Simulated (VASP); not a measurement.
# Re (P6_3/mmc) in VASP: notebook, part 2 of 2

VASP 6.6.1. The steps go on from the part before.

### Step 3. Relaxation of shape and atoms at fixed volume, PBE+D3(BJ) (a relaxed cell with its volume scaled by 0.98)

Input file INCAR:

```
ALGO = Normal
EDIFF = 1E-7
EDIFFG = -0.01
ENCUT = 600
GGA = PE
IBRION = 2
ISIF = 4
ISMEAR = 1
IVDW = 12
LASPH = True
LCHARG = False
LREAL = False
LWAVE = False
NELM = 80
NSW = 40
PREC = Accurate
SIGMA = 0.1
```

Input file KPOINTS:

```
k-points
0
Gamma
  15 15 8
```

Input file POSCAR:

```
Re                                      
1.0
    2.7353004857      0.0000000000      0.0000000000
   -1.3676502429      2.3688397077      0.0000000000
    0.0000000000      0.0000000000      4.4321482492
  Re            
     2
Direct
     0.3333333332999970    0.6666666667000030    0.2500000000000000
     0.6666666667000030    0.3333333332999970    0.7500000000000000
```

Potentials or basis: VASP PAW PBE potentials, release 64 (Re).

Started as:

```sh
$ cat potpaw_PBE.64/Re/POTCAR > POTCAR
$ mpirun -np 1 vasp_std > vasp.out
```

It took 25 s on 1 thread of Intel Xeon 6975P-C (Granite Rapids), shared host; peak memory 0.2 GiB.

The run converged. Its results:

| Quantity | Value |
| --- | --- |
| Free energy | -26.1444 eV |
| Pressure after relaxing | 8.4 GPa |
| Band gap on the k mesh | none (metal or under the smearing width) |
| Dispersion energy per atom | -0.672 eV |

Final structure:
```
Re
1.0
     2.73530    0.00000    0.00000
    -1.36765    2.36884    0.00000
     0.00000    0.00000    4.43215
Re
2
Direct
  0.33333 0.66667 0.25000
  0.66667 0.33333 0.75000
```

Levels at points of the mesh, in eV from the Fermi level:
| k point | band 5 | band 6 | band 7 | band 8 | band 9 | band 10 |
| --- | --- | --- | --- | --- | --- | --- |
| (0.00, 0.00, 0.00) | -1.61 | -0.75 | -0.75 | 0.25 | 0.25 | 0.66 |
| (0.00, 0.00, 0.50) | -1.74 | -1.74 | -1.74 | -1.74 | 2.66 | 2.66 |

Caveat: the relaxation stopped at its first step, so nothing moved; pairwise dispersion overbinds metals, which lowers pressure and volume.

### Step 4. Relaxation of shape and atoms at fixed volume, PBE+D3(BJ)

INCAR is that of step 3.

KPOINTS is that of step 3.

Input file POSCAR:

```
Re                                      
1.0
    2.7537828064      0.0000000000      0.0000000000
   -1.3768914032      2.3848458669      0.0000000000
    0.0000000000      0.0000000000      4.4620961053
  Re            
     2
Direct
     0.3333333332999970    0.6666666667000030    0.2500000000000000
     0.6666666667000030    0.3333333332999970    0.7500000000000000
```

Potentials or basis: VASP PAW PBE potentials, release 64 (Re).

Started as:

```sh
$ cat potpaw_PBE.64/Re/POTCAR > POTCAR
$ mpirun -np 1 vasp_std > vasp.out
```

OUTCAR:

```text
EDIFF = 1E-7
   EDIFFG = -0.01
   ENCUT = 600
   GGA = PE
   IBRION = 2
   ISIF = 4
   ISMEAR = 1
   IVDW = 12
   LASPH = True
   LREAL = False
   NELM = 80
   NSW = 40
   PREC = Accurate
 IVDW          = 12

 ion  position               nearest neighbor table
   1  0.333  0.667  0.250-   2 2.74   2 2.74   2 2.74   2 2.74   2 2.74   2 2.74
   2  0.667  0.333  0.750-   1 2.74   1 2.74   1 2.74   1 2.74   1 2.74   1 2.74

  LATTYP: Found a hexagonal cell.
 ALAT       =     2.7537828064
 C/A-ratio  =     1.6203515016

  Lattice vectors:
[... 530 lines left out ...]

 Edisp (eV)   -1.31640

 E8    (eV) :    -0.6629

  FORCE on cell =-STRESS in cart. coord.  units (eV):
  Direction    XX          YY          ZZ          XY          YZ          ZX
  --------------------------------------------------------------------------------------
  -------------------------------------------------------------------------------------
  Total       0.00272     0.00272     0.00289     0.00000    -0.00000    -0.00000
  in kB       0.14850     0.14850     0.15801     0.00000    -0.00000    -0.00000
  external pressure =        0.15 kB  Pullay stress =        0.00 kB

 VOLUME and BASIS-vectors are now :
 -----------------------------------------------------------------------------
  energy-cutoff  :      600.00
  volume of cell :       29.30
      direct lattice vectors                 reciprocal lattice vectors
     2.753782806  0.000000000  0.000000000     0.363136845  0.209657155  0.000000000
    -1.376891403  2.384845867  0.000000000     0.000000000  0.419314310  0.000000000
     0.000000000  0.000000000  4.462096105     0.000000000  0.000000000  0.224109920

 POSITION                                       TOTAL-FORCE (eV/Angst)
 -----------------------------------------------------------------------------------
     -0.00000      1.58990      1.11552         0.000000      0.000000      0.000000
      1.37689      0.79495      3.34657        -0.000000      0.000000      0.000000
 -----------------------------------------------------------------------------------
    total drift:                               -0.000000      0.000000     -0.000000

  FREE ENERGIE OF THE ION-ELECTRON SYSTEM (eV)
  ---------------------------------------------------
  free  energy   TOTEN  =       -26.1595385172 eV

  energy  without entropy=      -26.1603201230  energy(sigma->0) =      -26.15979905

 reached required accuracy - stopping structural energy minimisation
```

OSZICAR:

```text
N       E                     dE             d eps       ncg     rms          rms(c)
DAV:   1     0.370310764454E+02    0.37031E+02   -0.74743E+03  5213   0.172E+03
DAV:   2    -0.186026840585E+02   -0.55634E+02   -0.47592E+02  4698   0.328E+02
DAV:   3    -0.257978882760E+02   -0.71952E+01   -0.57382E+01  4909   0.290E+02
DAV:   4    -0.262160025862E+02   -0.41811E+00   -0.37967E+00  5520   0.358E+01
DAV:   5    -0.262299453203E+02   -0.13943E-01   -0.13431E-01  5064   0.367E+00    0.430E+01
DAV:   6    -0.252077240020E+02    0.10222E+01   -0.99195E-01  5532   0.320E+01    0.177E+01
DAV:   7    -0.248570229148E+02    0.35070E+00   -0.71108E-01  5685   0.260E+01    0.626E-01
DAV:   8    -0.248437108641E+02    0.13312E-01   -0.11279E-02  5851   0.143E+00    0.228E-01
DAV:   9    -0.248431255371E+02    0.58533E-03   -0.42729E-04  5572   0.204E-01    0.372E-02
DAV:  10    -0.248431405808E+02   -0.15044E-04   -0.45680E-05  5075   0.662E-02    0.503E-03
DAV:  11    -0.248431402483E+02    0.33255E-06   -0.70701E-07  4345   0.200E-02    0.275E-03
DAV:  12    -0.248431393283E+02    0.91996E-06   -0.53552E-08  2694   0.706E-03    0.507E-04
DAV:  13    -0.248431393301E+02   -0.17903E-08   -0.21307E-08  2628   0.552E-03
   1 F= -.26159539E+02 E0= -.26159799E+02  d E =-.261595E+02
```

CONTCAR:

```text
Re
   1.00000000000000
     2.7537828063999998    0.0000000000000000    0.0000000000000000
    -1.3768914031999999    2.3848458669000001    0.0000000000000000
     0.0000000000000000    0.0000000000000000    4.4620961052999997
  Re
     2
Direct
     0.3333333332999970    0.6666666667000030    0.2500000000000000
     0.6666666667000030    0.3333333332999970    0.7500000000000000

  0.00000000E+00  0.00000000E+00  0.00000000E+00
  0.00000000E+00  0.00000000E+00  0.00000000E+00
```

It took 24 s on 1 thread of Intel Xeon 6975P-C (Granite Rapids), shared host; peak memory 0.2 GiB.

Results:

| Property | Result |
| --- | --- |
| Free energy | -26.1595 eV |
| Pressure after relaxing | 0.0 GPa |
| Band gap on the k mesh | none (metal or under the smearing width) |
| Dispersion energy per atom | -0.658 eV |

Final structure:
```
CELL_PARAMETERS angstrom
2.75378 0.00000 0.00000
-1.37689 2.38485 0.00000
0.00000 0.00000 4.46210
ATOMIC_POSITIONS crystal
Re 0.33333 0.66667 0.25000
Re 0.66667 0.33333 0.75000
```

Caveat: the relaxation stopped at its first step, so nothing moved; pairwise dispersion overbinds metals, which lowers pressure and volume.

### Step 5. Relaxation of shape and atoms at fixed volume, PBE+D3(BJ) (a relaxed cell with its volume scaled by 1.02)

INCAR is that of step 4.

KPOINTS is that of step 4.

Input file POSCAR:

```
Re                                      
1.0
    2.7720203102      0.0000000000      0.0000000000
   -1.3860101551      2.4006400084      0.0000000000
    0.0000000000      0.0000000000      4.4916472718
  Re            
     2
Direct
     0.3333333332999970    0.6666666667000030    0.2500000000000000
     0.6666666667000030    0.3333333332999970    0.7500000000000000
```

Started as:

```sh
$ cat potpaw_PBE.64/Re/POTCAR > POTCAR
$ mpirun -np 1 vasp_std > vasp.out
```

It took 24 s on 1 thread of Intel Xeon 6975P-C (Granite Rapids), shared host; peak memory 0.2 GiB.

The run converged. Its results:

| Item | Value |
| --- | --- |
| Free energy | -26.1458 eV |
| Pressure after relaxing | -7.4 GPa |
| Band gap on the k mesh | none (metal or under the smearing width) |
| Dispersion energy per atom | -0.645 eV |

Final structure:
```xyz
2
Lattice="2.7720 0.0000 0.0000 -1.3860 2.4006 0.0000 0.0000 0.0000 4.4916" Properties=species:S:1:pos:R:3 pbc="T T T"
Re    0.0000    1.6004    1.1229
Re    1.3860    0.8002    3.3687
```

Levels at points of the mesh, in eV from the Fermi level:
```tsv
k point	band 4	band 5	band 6	band 7	band 8	band 9	band 10	band 11
(0.00, 0.00, 0.00)	-1.51	-1.51	-0.70	-0.70	0.24	0.24	0.57	3.32
(0.00, 0.00, 0.50)	-2.33	-1.63	-1.63	-1.63	-1.63	2.51	2.51	2.51
```

Caveat: the relaxation stopped at its first step, so nothing moved; pairwise dispersion overbinds metals, which lowers pressure and volume. Spin-orbit coupling is left out, which matters for the levels of Re.

### Step 6. The runs side by side

```tsv
cell	gap on the mesh (eV)	pressure (GPa)
atoms relaxed at fixed volume from: a relaxed cell with its volume scaled by 0.96	none	17.6
atoms relaxed at fixed volume from: a relaxed cell with its volume scaled by 0.98	none	8.4
atoms relaxed at fixed volume	none	0.0
atoms relaxed at fixed volume from: a relaxed cell with its volume scaled by 1.02	none	-7.4
```

Alike in all rows: task relaxation of shape and atoms at fixed volume; level PBE+D3(BJ); potentials or basis VASP PAW PBE potentials, release 64 (Re); no spin polarisation; k mesh 15 × 15 × 8; cutoff (eV) 600; smearing methfessel-paxton 0.1 eV.

Caveats: the relaxation stopped at its first step, so nothing moved; pairwise dispersion overbinds metals, which lowers pressure and volume.

Absolute energies hang on the potentials; compare differences alone.
